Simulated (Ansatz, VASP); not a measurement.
## Pb: VASP beside Ansatz

```
Pb
1.0
    -2.04065    2.04065    2.04065
     2.04065   -2.04065    2.04065
     2.04065    2.04065   -2.04065
Pb
1
Direct
  0.00000 0.00000 0.00000
```

Alike in both runs: task single point; functional PBEsol; k mesh 16 × 16 × 16; occupations gaussian, width 0.1 eV; no spin polarisation.

|  | VASP | Ansatz |
| --- | --- | --- |
| version | VASP 6.6.1 | Ansatz 0.2.0 |
| potentials or method | VASP PAW PBE potentials, release 64 (Pb_d) | scalar-relativistic, plane waves, PAW |
| plane-wave cutoff (eV) | 520 | 420 |
| valence electrons in the cell | 14 | 14 |

```tsv
	VASP	Ansatz	Ansatz less VASP
gap on the k mesh at the Fermi level (eV)	none	none	-
pressure (GPa)	-4.5	-4.5	+0.07
```

A gap of «none» marks a metal or a gap that the smearing closes. The functional is the same, so the differences come from potentials, cutoffs and numerics.

Caveats: the PAW data sets were made with another functional, which shifts forces and pressure a little (VASP). The runs have no spin-orbit coupling, so splittings on Pb are missing.
